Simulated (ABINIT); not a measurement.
Runs of ABINIT 10.8.3 (patched build) on As. It takes space group R-3m (No. 166, trigonal). Conventional cell: a = 3.762 Å, b = 3.762 Å, c = 10.542 Å, α = 90.00°, β = 90.00°, γ = 120.00°. As (site symmetry 3m) has 3 As at 2.51 Å as nearest neighbours. 

```csv
task,level,potentials or basis,spin,cell,k mesh,cutoff (eV),cell freedom (optcell),optimiser (ionmov),cutoff smearing ecutsm (Ha),force stop (Ha/bohr),bands in the sums,gap on the mesh (eV),pressure (GPa),relaxed volume (Å³/atom),largest force (eV/Å)
single point,LDA,PseudoDojo NC SR LDA v0.4.1 standard,off,as given,7 × 7 × 7,1088,-,-,-,-,-,none,-1.7,-,0.23
single point,PBEsol,PseudoDojo NC SR PBEsol v0.4.1 standard,off,as given,7 × 7 × 7,1034,-,-,-,-,-,none,-1.5,-,0.34
single point,PBE,PseudoDojo NC SR PBE v0.4.1 standard,off,cell relaxed,7 × 7 × 7,1143,-,-,-,-,-,none,0.0,-,-
single point,PBE,SG15 NC PBE v1.2,off,as given,7 × 7 × 7,381,-,-,-,-,-,none,(c),-,(a)
relaxation of cell and atoms,PBE,PseudoDojo NC SR PBE v0.4.1 standard,off,relaxed,7 × 7 × 7,1143,2,2,0.5,2e-05,-,none,0.0,(b),-
relaxation of cell and atoms,PBEsol,PseudoDojo NC SR PBEsol v0.4.1 standard,off,relaxed,7 × 7 × 7,1143,2,2,0.5,2e-05,-,0.34,0.0,20.85,-
optical spectrum,LDA,PseudoDojo NC SR LDA v0.4.1 standard,off,as given,10 × 10 × 10,1088,-,-,-,-,23,none,-1.6,-,0.27
single point,PBE,JTH PAW PBE v2.0,"SOC, no magnetisation",as given,7 × 7 × 7,354,-,-,-,-,-,none,3.7,-,0.41
```

Alike in all rows: smearing fermi-dirac 0.05 eV.

Fill in the values left out.

(a) 0.46; (b) 22.48; (c) 3.6.

Caveats: an odd mesh through Γ misses points on the zone boundary, where band edges often lie (some runs); the intraband (Drude) term is left out (some runs); spectra need much finer meshes, so this one isn't converged (some runs); independent-particle spectra lack excitons (some runs).

A k mesh can miss the band edges, and rows without SOC leave out spin-orbit coupling on As.

A gap of «none» marks a metal or a gap under the smearing width.

The runs don't all hold the same shells in valence.
